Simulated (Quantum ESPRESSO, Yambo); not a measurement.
# BN (P6_3/mmc): Bethe-Salpeter spectra with Yambo, part 3 of 5

Aim: follow the lowest exciton of BN (P6_3/mmc) as the mesh is refined.

Quantum ESPRESSO 7.5 and Yambo 5.3.0; PBE and many-body steps on it, plane waves. Known limits of the many-body steps: not at the basis limit; coarse k mesh; bindings not settled in the k mesh.

So far. Step 8 (Triplet (no exchange term)): The lowest triplet lies at 4.996 eV; without spin-orbit coupling triplets are dark, so no spectrum is read. Step 9 (Empty states on the mesh, 6×6×4 mesh, 16 bands): On this mesh the gap is 4.314 eV.

### Step 11. k mesh (6×6×4)

This step: Bethe-Salpeter equation on PBE with a scissors shift, plane waves, norm-conserving pseudopotentials.

Contents of bse6.in:

```
optics
bss
bse
em1s
dipoles
rim_cut
RandQpts= 1000000
RandGvec= 1 RL
Chimod= "HARTREE"
BSKmod= "SEX"
BSEmod= "resonant"
BSSmod= "d"
BSENGexx= 20 Ry
BSENGBlk= 4 Ry
% BSEQptR
 1 | 1 |
%
% BSEBands
 5 | 10 |
%
% BEnRange
 0 | 8 | eV
%
% BDmRange
 0.1 | 0.1 | eV
%
BEnSteps= 161
% BLongDir
 1 | 0 | 0 |
%
% BndsRnXs
 1 | 16 |
%
NGsBlkXs= 4 Ry
% LongDrXs
 1 | 1 | 1 |
%
% KfnQP_E
 1.45 | 1.0 | 1.0 |
%
WRbsWF
FFTGvecs= 32 Ry
```

Command:

```sh
$ OMP_NUM_THREADS=1 mpirun -n 8 yambo -F bse6.in -J bse6 -C bse6 > bse6.log
```

Output:

```text
 Yambo, version 5.3.0

 [02] CORE Variables Setup
 =========================

  [... cell, symmetries and grids as in the set-up ...]

  [02.05] Energies & Occupations
  ==============================

  [X] === General ===
  [X] Electronic Temperature                        :  0.000000  0.000000 [eV K]
  [X] Bosonic    Temperature                        :  0.000000  0.000000 [eV K]
  [X] Finite Temperature mode                       : no
  [X] El. density                                   :  0.44236E+24 [cm-3]
  [X] Fermi Level                                   :  4.698540 [eV]

  [X] === Gaps and Widths ===
  [X] Conduction Band Min                           :  4.314168 [eV]
  [X] Valence Band Max                              :  0.000000 [eV]
  [X] Filled Bands                                  :   8
  [X] Empty Bands                                   :   9  16
  [X] Direct Gap                                    :  4.669583 [eV]
  [X] Direct Gap localized at k                     :  21
  [X] Indirect Gap                                  :  4.314168 [eV]
  [X] Indirect Gap between kpts                     :  21  10
  [X] Last valence band width                       :  3.190979 [eV]
  [X] 1st conduction band width                     :  3.840424 [eV]

 [03] Transferred momenta grid and indexing
 ==========================================

 [BZ sampling] Q-grid is User defined and/or read from the database

 IBZ Q-points                                      :  24
 BZ  Q-points                                      :  144

 K/Q-points units:
 rlu = crystal or reduced units; cc = cartesian coordinates; iku = interal k-units

 Q [ 1]         [rlu]:  0.000000  0.000000  0.000000
 Q [ 2]         [rlu]:  0.000000  0.000000  0.250000
[...]
X band range                                     :   1  16
  X e/h energy range                               : -1.000000 -1.000000 [eV]
  X Time ordering                                  : T
  X Hxc Kernel                                     : HARTREE
  X Drude frequency                                :  0.000000  0.000000
  X poles                                          :  100.0000 [o/o]
  RL vectors in the sum                            :   761
  [r,Vnl] included                                 : yes
  Field direction                                  :  0.577350E-5  0.577350E-5  0.577350E-5
  BZ energy Double Grid                            : no
  BZ energy DbGd points                            : 0
  BZ Q point size factor                           : -1.000000
  X Optical Averaged directions                    : none

 [08] Bethe Salpeter Equation driver
 ===================================

  [08.01] Bethe Salpeter Equation @q1
  ===================================

   [08.01.01] Transition pre-analysis @q1
   ======================================

   [08.01.02] Transition Groups build-up @q1
   =========================================

   [BSK] Transition groups (total):   96
   [BSK] Size (resonant):  1152
   [BSK]         (total):  1152
   [BSK] N. of matrices :  1

   [08.01.03] Loading Dipoles @q1
   ==============================

   [08.01.04] Independent Particles properties @q1
   ===============================================

   ==========================================================

   [BSE] Exchange components :   373
   [BSE] Correlation components :    51   427

    [08.01.05.01] Screened interaction header I/O
    =============================================

    [08.01.05.02] Main kernel loop
    ==============================

    [08.01.05.03] Wave-Function Phases
    ==================================

    [BSE] WF phases found       :  54.05093 [o/o]

   [08.01.06] BSE solver(s) @q1
   ============================

   [SLK-Digonalization]  Pools        :  2
   [SLK-Digonalization]  BLACS grid   :  2  2

   [08.01.07] Diago Solver @q1
   ===========================

 [11] Game Over & Game summary
```

Wall time 8.7 s (8 MPI ranks of Arm Neoverse V2, shared host); peak memory 2.5 GiB; 59 s of CPU time.

Numbers from this step:

```
transitions in the window                                      : 1152
direct gap of the transition levels                            : 6.120 eV
lowest state                                                   : 4.961 eV
first strong exciton (over a fiftieth of the strongest listed) : 4.981 eV
binding of the lowest state below the direct gap               : 1.159 eV
Coulomb term of one mesh cell                                  : 0.6327 eV
```

The binding is 1.8 times the screened Coulomb term of one mesh cell (0.63 eV), so it is not shown settled.

The lowest state lies at 4.961 eV, 1.159 eV under the direct gap.

### Step 12. Triplet (no exchange term)

bse7.in, as its differences from bse6.in of step 11:

```diff
@@ -12,3 +12,3 @@
 BSSmod= "d"
-BSENGexx= 20 Ry
+BSENGexx= 1 RL
 BSENGBlk= 4 Ry
```

Command:

```sh
$ OMP_NUM_THREADS=1 mpirun -n 8 yambo -F bse7.in -J bse7,bse6_W -C bse7 > bse7.log
```

Output:

```text
 Yambo, version 5.3.0

 [02] CORE Variables Setup
 =========================

  [... cell, symmetries and grids as in the set-up ...]

  [02.05] Energies & Occupations
  ==============================

  [X] === General ===
  [X] Electronic Temperature                        :  0.000000  0.000000 [eV K]
  [X] Bosonic    Temperature                        :  0.000000  0.000000 [eV K]
  [X] Finite Temperature mode                       : no
  [X] El. density                                   :  0.44236E+24 [cm-3]
[...]
=========================================

  [WARNING] [r,Vnl^pseudo] included in position and velocity dipoles.

  [WARNING] In case H contains other non local terms, these are neglected

 [07] Static Dielectric Matrix
 =============================

    [08.01.05.02] Main kernel loop
    ==============================

    [08.01.05.03] Wave-Function Phases
    ==================================

    [BSE] WF phases found       :  54.05093 [o/o]

   [08.01.06] BSE solver(s) @q1
   ============================

   [SLK-Digonalization]  Pools        :  2
   [SLK-Digonalization]  BLACS grid   :  2  2

   [08.01.07] Diago Solver @q1
   ===========================

 [11] Game Over & Game summary
```

Run time: 5.8 s. Hardware: 8 MPI ranks; peak memory 2.3 GiB.

The lowest triplet lies at 4.882 eV; without spin-orbit coupling triplets are dark, so no spectrum is read.

### Step 13. Empty states on the mesh, 9×9×4 mesh, 16 bands

This step: Quantum ESPRESSO 7.5; DFT, PBE, plane waves, norm-conserving pseudopotentials.

Contents of pw.in:

```
&control
  calculation = 'nscf'
  prefix = 'x'
  outdir = 'o'
  pseudo_dir = 'pseudo'
/
&system
  ibrav = 0
  nat = 4
  ntyp = 2
  ecutwfc = 72.0
  nbnd = 16
  force_symmorphic = .true.
/
&electrons
  conv_thr = 1e-9
  electron_maxstep = 80
  diago_full_acc = .true.
  diago_thr_init = 5e-6
/
ATOMIC_SPECIES
  B 10.81 B.upf
  N 14.007 N.upf
CELL_PARAMETERS angstrom
  2.5039900000 0.0000000000 0.0000000000
  -1.2519950000 2.1685189508 0.0000000000
  0.0000000000 0.0000000000 6.6612000000
ATOMIC_POSITIONS crystal
  B 0.3333333333 0.6666666667 0.2500000000
  B 0.6666666667 0.3333333333 0.7500000000
  N 0.3333333333 0.6666666667 0.7500000000
  N 0.6666666667 0.3333333333 0.2500000000
K_POINTS automatic
  9 9 4 0 0 0
```

Command:

```sh
$ OMP_NUM_THREADS=1 mpirun -n 8 pw.x -nk 4 -in pw.in > pw.out
```

Output:

```text
[banner, memory and clock lines left out]
Program PWSCF v.7.5 starts

     Atomic positions and unit cell read from directory:
     o/x.save/

     Message from routine setup:
     using ibrav=0 with symmetry is DISCOURAGED, use correct ibrav instead

     bravais-lattice index     =            0
     lattice parameter (alat)  =       4.7319  a.u.
     unit-cell volume          =     244.0871 (a.u.)^3
     number of atoms/cell      =            4
     number of atomic types    =            2
     number of electrons       =        16.00
[...]
k = 0.0000 0.0000 0.0940 (  2524 PWs)   bands (ev):

   -13.0403 -12.8371  -1.2409   0.2151   3.3613   3.3613   3.3867   3.3867
    10.6628  14.0820  16.3593  16.3593  16.4444  16.4444  17.1822  17.6422

          k = 0.0000 0.0000-0.1880 (  2518 PWs)   bands (ev):

   -12.9409 -12.9409  -0.5699  -0.5699   3.3741   3.3741   3.3741   3.3741
    12.3076  12.3076  16.4014  16.4014  16.4014  16.4014  17.4724  17.4724

          k = 0.0000 0.1283 0.0000 (  2523 PWs)   bands (ev):

     [... further k-points ...]

     highest occupied, lowest unoccupied level (ev):     4.6985    9.1282

     XML data file, pseudopotentials, collected wavefunctions
```

Wall time 1.9 s (8 MPI ranks); peak memory 0.05 GiB; 14 s of CPU time.

Numbers from this step:

- gap: 4.430 eV
- k of the valence top: 0.3333, 0.3333, -0.5
- k of the conduction bottom: 0.1111, 0.4444, 0
- least direct gap: 4.670 eV
- k points computed: 43
- lowest point of the top converged band, above the valence top: 12.73 eV

On this mesh the gap is 4.430 eV.

### Step 14. Conversion and set-up

This step: Yambo 5.3.0; conversion and set-up on PBE, plane waves, norm-conserving pseudopotentials.

Command:

```sh
$ (cd o/x.save; p2y > p2y.log; mv SAVE ../..); yambo > setup.log
```

Output:

```text
 Yambo, version 5.3.0

 [02] CORE Variables Setup
 =========================

  [02.01] Unit cells
  ==================

  Cell kind             :  HCP
  Atoms in the cell     :  B  N
  number of B  atoms    :  2
  number of N  atoms    :  2

  List of atomic masses
  Mass of B     :  10.81000
  Mass of N     :  14.00700

  List of atomic coordinates    : [cc]
  B1       : -0.23659E-09   2.7319       3.1470      order 1
  B2       :  2.365928  1.365969  9.440883  order 2
  N1       : -0.23659E-09   2.7319       9.4409      order 3
[...]
rlu = crystal or reduced units; cc = cartesian coordinates; iku = interal k-units

 Q [ 1]         [rlu]:  0.000000  0.000000  0.000000
 Q [ 2]         [rlu]:  0.000000  0.000000  0.250000
 Q [ 3]         [rlu]:  0.000000  0.000000 -0.500000
[...]
Q [ 8]         [rlu]:  0.60328E-17  0.22222      0.25000
 Q [ 9]         [rlu]:  0.60328E-17  0.22222     -0.50000
 Q [10]         [rlu]:  0.90491E-17  0.33333       0.0000
     [... 31 further rows ...]
 Q [42]         [rlu]: -0.111111  0.444444 -0.250000
 Q [43]         [rlu]: -0.222222  0.555556 -0.250000

  [03.01] X indexes
  =================

   [03.01.01] Sigma indexes
   ========================

 [06] Game Over & Game summary
```

The job ended after 2.1 s (1 MPI rank; peak memory 0.25 GiB).

### Step 15. k mesh (9×9×4)

This step: Bethe-Salpeter equation on PBE with a scissors shift, plane waves, norm-conserving pseudopotentials.

bse9.in, as its differences from bse7.in of step 12:

```diff
@@ -12,3 +12,3 @@
 BSSmod= "d"
-BSENGexx= 1 RL
+BSENGexx= 20 Ry
 BSENGBlk= 4 Ry
```

Command:

```sh
$ OMP_NUM_THREADS=1 mpirun -n 8 yambo -F bse9.in -J bse9 -C bse9 > bse9.log
```

Output:

```text
 Yambo, version 5.3.0

 [02] CORE Variables Setup
 =========================

  [... cell, symmetries and grids as in the set-up ...]

  [02.05] Energies & Occupations
  ==============================

  [X] === General ===
  [X] Electronic Temperature                        :  0.000000  0.000000 [eV K]
  [X] Bosonic    Temperature                        :  0.000000  0.000000 [eV K]
  [X] Finite Temperature mode                       : no
  [X] El. density                                   :  0.44236E+24 [cm-3]
[...]
==========================================================

   [BSE] Exchange components :   373
   [BSE] Correlation components :    51   427

    [08.01.05.01] Screened interaction header I/O
    =============================================

    [08.01.05.02] Main kernel loop
    ==============================

    [08.01.05.03] Wave-Function Phases
    ==================================

    [BSE] WF phases found       :  66.11757 [o/o]

   [08.01.06] BSE solver(s) @q1
   ============================

   [SLK-Digonalization]  Pools        :  2
   [SLK-Digonalization]  BLACS grid   :  2  2

   [08.01.07] Diago Solver @q1
   ===========================

 [11] Game Over & Game summary
```

Wall time 50 s (8 MPI ranks); peak memory 4.2 GiB.

This step gave:

- transitions in the window: 2592
- direct gap of the transition levels: 6.120 eV
- lowest state: 5.144 eV
- first strong exciton (over a fiftieth of the strongest listed): 5.190 eV
- binding of the lowest state below the direct gap: 0.9752 eV
- Coulomb term of one mesh cell: 0.4811 eV

The lowest state lies at 5.144 eV, 0.975 eV under the direct gap.

The ε₂ has structure finer than the step of the table below, so its rows give means over 0.2 eV, whole bins alone (the curve runs from 0 to 8 eV). Peaks (eV: height): BSE 5.20: 41.2, 5.80: 13.7; no electron-hole interaction 7.05: 21.8, 7.80: 8.66.

Field along x; broadening 0.1 eV; transition window only. Limits: finite bands, cutoff and mesh. ε₂ against photon energy; means over each step:

```
photon energy (eV)     BSE  no electron-hole interaction
               0.2  0.0245                        0.0135
               0.4  0.0264                        0.0142
               0.6  0.0287                        0.0151
               0.8  0.0312                        0.0161
               1.0  0.0340                        0.0171
               1.2  0.0373                        0.0183
               1.4  0.0411                        0.0195
               1.6  0.0455                        0.0210
               1.8  0.0507                        0.0225
               2.0  0.0568                        0.0243
               2.2  0.0641                        0.0263
               2.4  0.0730                        0.0286
               2.6  0.0839                        0.0311
               2.8  0.0974                        0.0341
               3.0   0.115                        0.0375
               3.2   0.137                        0.0414
               3.4   0.167                        0.0460
               3.6   0.208                        0.0515
               3.8   0.266                        0.0581
               4.0   0.355                        0.0661
               4.2   0.500                        0.0760
               4.4   0.762                        0.0884
               4.6    1.32                         0.104
               4.8    2.89                         0.126
               5.0    10.8                         0.155
               5.2    32.2                         0.197
               5.4    9.99                         0.264
               5.6    6.00                         0.382
               5.8    11.8                         0.656
               6.0    9.10                          1.76
               6.2    5.28                          4.22
               6.4    1.86                          5.27
               6.6    1.13                          5.71
               6.8    1.16                          5.67
               7.0    1.85                          17.2
               7.2    1.46                          14.4
               7.4   0.779                          6.78
               7.6   0.640                          4.68
               7.8   0.450                          8.16
```

### Step 16. Triplet (no exchange term)

bse10.in, as its differences from bse9.in of step 15:

```diff
@@ -12,3 +12,3 @@
 BSSmod= "d"
-BSENGexx= 20 Ry
+BSENGexx= 1 RL
 BSENGBlk= 4 Ry
```

Command:

```sh
$ OMP_NUM_THREADS=1 mpirun -n 8 yambo -F bse10.in -J bse10,bse9_W -C bse10 > bse10.log
```

Output:

```text
 Yambo, version 5.3.0

 [02] CORE Variables Setup
 =========================

  [... cell, symmetries and grids as in the set-up ...]

  [02.05] Energies & Occupations
  ==============================

  [X] === General ===
  [X] Electronic Temperature                        :  0.000000  0.000000 [eV K]
  [X] Bosonic    Temperature                        :  0.000000  0.000000 [eV K]
  [X] Finite Temperature mode                       : no
  [X] El. density                                   :  0.44236E+24 [cm-3]
[...]
=========================================

  [WARNING] [r,Vnl^pseudo] included in position and velocity dipoles.

  [WARNING] In case H contains other non local terms, these are neglected

 [07] Static Dielectric Matrix
 =============================

    [08.01.05.02] Main kernel loop
    ==============================

    [08.01.05.03] Wave-Function Phases
    ==================================

    [BSE] WF phases found       :  66.11757 [o/o]

   [08.01.06] BSE solver(s) @q1
   ============================

   [SLK-Digonalization]  Pools        :  2
   [SLK-Digonalization]  BLACS grid   :  2  2

   [08.01.07] Diago Solver @q1
   ===========================

 [11] Game Over & Game summary
```

The job ended after 43 s (8 MPI ranks; peak memory 4.2 GiB).

The lowest triplet lies at 5.049 eV; without spin-orbit coupling triplets are dark, so no spectrum is read.

### Step 17. Empty states on the mesh, 12×12×4 mesh, 16 bands

This step: Quantum ESPRESSO 7.5; DFT, PBE, plane waves, norm-conserving pseudopotentials.

Edit pw.in of step 13 so:

```diff
@@ -33,2 +33,2 @@
 K_POINTS automatic
-  9 9 4 0 0 0
+  12 12 4 0 0 0
```

Command:

```sh
$ OMP_NUM_THREADS=1 mpirun -n 8 pw.x -nk 4 -in pw.in > pw.out
```

Output:

```text
[banner, memory and clock lines left out]
Program PWSCF v.7.5 starts

     Atomic positions and unit cell read from directory:
     o/x.save/

     Message from routine setup:
     using ibrav=0 with symmetry is DISCOURAGED, use correct ibrav instead

     bravais-lattice index     =            0
     lattice parameter (alat)  =       4.7319  a.u.
     unit-cell volume          =     244.0871 (a.u.)^3
     number of atoms/cell      =            4
     number of atomic types    =            2
     number of electrons       =        16.00
[...]
k = 0.0000 0.0000 0.0940 (  2524 PWs)   bands (ev):

   -13.0403 -12.8371  -1.2409   0.2151   3.3613   3.3613   3.3867   3.3867
    10.6628  14.0820  16.3593  16.3593  16.4444  16.4444  17.1822  17.6422

          k = 0.0000 0.0000-0.1880 (  2518 PWs)   bands (ev):

   -12.9409 -12.9409  -0.5699  -0.5699   3.3741   3.3741   3.3741   3.3741
    12.3076  12.3076  16.4014  16.4014  16.4014  16.4014  17.4724  17.4724

          k = 0.0000 0.0962 0.0000 (  2529 PWs)   bands (ev):

     [... further k-points ...]

     highest occupied, lowest unoccupied level (ev):     4.6985    9.0127

     XML data file, pseudopotentials, collected wavefunctions
```

Wall time 2.6 s (8 MPI ranks); peak memory 0.34 GiB.

This step gave:

```yaml
gap: 4.314 eV
k_of_the_valence_top: 0.3333, 0.3333, -0.5
k_of_the_conduction_bottom: 0, -0.5, 0
least_direct_gap: 4.670 eV
k_points_computed: 69
lowest_point_of_the_top_converged_band_above_the_valence_top: 12.62 eV
```

On this mesh the gap is 4.314 eV.

### Step 18. Conversion and set-up

This step: Yambo 5.3.0; conversion and set-up on PBE, plane waves, norm-conserving pseudopotentials.

Command:

```sh
$ (cd o/x.save; p2y > p2y.log; mv SAVE ../..); yambo > setup.log
```

Output:

```text
 Yambo, version 5.3.0

 [02] CORE Variables Setup
 =========================

  [02.01] Unit cells
  ==================

  Cell kind             :  HCP
  Atoms in the cell     :  B  N
  number of B  atoms    :  2
  number of N  atoms    :  2

  List of atomic masses
  Mass of B     :  10.81000
  Mass of N     :  14.00700

  List of atomic coordinates    : [cc]
  B1       : -0.23659E-09   2.7319       3.1470      order 1
  B2       :  2.365928  1.365969  9.440883  order 2
  N1       : -0.23659E-09   2.7319       9.4409      order 3
[...]
Q [ 1]         [rlu]:  0.000000  0.000000  0.000000
 Q [ 2]         [rlu]:  0.000000  0.000000  0.250000
 Q [ 3]         [rlu]:  0.000000  0.000000 -0.500000
[...]
Q [ 8]         [rlu]:  0.45246E-17  0.16667      0.25000
 Q [ 9]         [rlu]:  0.45246E-17  0.16667     -0.50000
 Q [10]         [rlu]:  0.67868E-17  0.25000       0.0000
     [... 38 further rows ...]
 Q [49]         [rlu]:  0.250000  0.250000  0.000000
 Q [50]         [rlu]:  0.250000  0.250000  0.250000

 Remaining 19 points informations can be written running with -fatlog

  [03.01] X indexes
  =================

   [03.01.01] Sigma indexes
   ========================

 [06] Game Over & Game summary
```

The job ended after 2.5 s (1 MPI rank; peak memory 0.26 GiB).

(Part 3 of 5 ends here.)

[Paths, hosts, dates, memory and timing lines, banners, echoed tables and standing remarks are left out of the program output.]

[Logs are printed without paths, hosts, clocks, repeated set-up lines and the standing remarks that a program may print on its own settings, such as how far it seeks lower states.]

[Runs of the session that timed out or met a known fault of the program may be left out.]

[Hosts, paths, dates, database ids (printed as entryN), source tags and the programs' standing remarks are cut or masked in the printed files.]
